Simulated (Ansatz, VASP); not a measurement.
**One calculation of BeS, two programs**

The input INCAR:

```
ALGO = Normal
EDIFF = 1E-6
EDIFFG = -0.02
ENCUT = 900
GGA = PE
IBRION = 2
ISIF = 3
ISMEAR = -1
LASPH = T
LCHARG = F
LREAL = F
LWAVE = F
NELM = 60
NSW = 40
PREC = Accurate
SIGMA = 0.05
```

File KPOINTS:

```
k-points
0
Gamma
  9 9 9
```

Contents of POSCAR:

```
BeS
1.0
    0.0000000000      2.4250000000      2.4250000000
    2.4250000000      0.0000000000      2.4250000000
    2.4250000000      2.4250000000      0.0000000000
S Be
1 1
Direct
    0.7500000000      0.7500000000      0.7500000000
    0.0000000000      0.0000000000      0.0000000000
```

Contents of input.yaml:

```yaml
crystal:
  lattice:
    - [0.0, 2.425, 2.425]
    - [2.425, 0.0, 2.425]
    - [2.425, 2.425, 0.0]
  atoms:
    - { symbol: S, position: [0.75, 0.75, 0.75] }
    - { symbol: Be, position: [0.0, 0.0, 0.0] }
hamiltonian:
  xc: pbe
  pseudopotentials: { kind: paw }
kpoints:
  mp_grid: { grid: [9, 9, 9] }
scf:
  occupations: { method: fermi_dirac, width: 0.05 }
output:
  forces: true
  stress: true
  eigenvalues: true
relax:
  f_tol: 0.01
  max_steps: 40
  cell: { stress_tol: 0.05 }
```

Alike in both runs: task relaxation of cell and atoms; functional PBE; k mesh 9 × 9 × 9; occupations fermi-dirac, width 0.05 eV; no spin polarisation.

```csv
,VASP,Ansatz
version,VASP 6.6.1,Ansatz 0.2.0
potentials or method,"VASP PAW PBE potentials, release 64 (S, Be)",Ansatz PAW
plane-wave cutoff (eV),900,420
valence electrons in the cell,8,8
```

|  | VASP | Ansatz | Ansatz less VASP |
| --- | --- | --- | --- |
| gap on the k mesh at the Fermi level, each at its own relaxed structure (eV) | 3.24 | 3.24 | -0.003 |
| relaxed volume (Å³/atom) | 14.50 | 14.49 | -0.006 |
| relaxed cell length with the largest relative difference (Å) | 3.448 | 3.448 | -0.0005 |
| energy change over the relaxation (meV/atom) | -1 | -1 | 0.0 |

Caveats: an odd mesh through Γ misses points on the zone boundary, where band edges often lie (VASP); odd divisions of the mesh miss points on the zone boundary, where band edges often lie, so the gap on the mesh can be too wide (Ansatz); the plane-wave basis is chosen anew once the cell has moved, so the energies of steps on either side of that aren't comparable (Ansatz). As with any semilocal functional, this PBE gap is likely too small.
